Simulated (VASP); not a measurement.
## GaP under changes of volume

One of the cells (20.645 Å³/atom); the others are scaled copies at fixed shape and fractional positions:

```
Ga P
1.0
     0.00000    2.74330    2.74330
     2.74330    0.00000    2.74330
     2.74330    2.74330    0.00000
Ga P
1 1
Direct
  0.00000 0.00000 0.00000
  0.75000 0.75000 0.75000
```

```yaml
Program: VASP 6.6.1
Functional: PBEsol
Potentials_or_basis: VASP PAW PBE potentials, release 64 (Ga_d, P)
Cutoff: 520 eV
k_mesh: 8 × 8 × 8
Occupations: fermi-dirac, width 0.05 eV
Spin: no spin polarisation
```

```tsv
volume (Å³/atom)	energy over the lowest point (meV/atom)	pressure (GPa)	gap on the mesh (eV)
19.026	15.76	5.2	1.38
19.431	5.29	3.1	1.43
19.836	0.00	1.1	1.47
20.645	?	?	?
21.050	10.08	-3.6	1.43
21.455	20.63	-4.8	1.28
```

Question: What does the run at 20.645 Å³/atom give?

Answer: Energy over the lowest point 2.86 meV/atom; pressure -2.2 GPa; gap on the mesh 1.53 eV.

Worked out: A Birch-Murnaghan fit of order 3 (a polynomial in V^(-2/3)) to the other rows has its minimum at 20.10 Å³/atom with B0 = V·E''(V) = 85 GPa and B' = 4.5. It gives 2.86 meV/atom at 20.645 Å³/atom, against the run's 2.86, and -dE/dV = -2.1 GPa, against -2.2. A parabola through the other rows of the gap, of slope -2.35 eV per unit of ln V there, gives 1.46 eV, against the run's 1.53.

Energies are extrapolated to zero smearing.

Caveats: the PAW data sets were made with another functional, which shifts forces and pressure a little.

A mesh can miss the band edges. Spin-orbit coupling on Ga is left out.
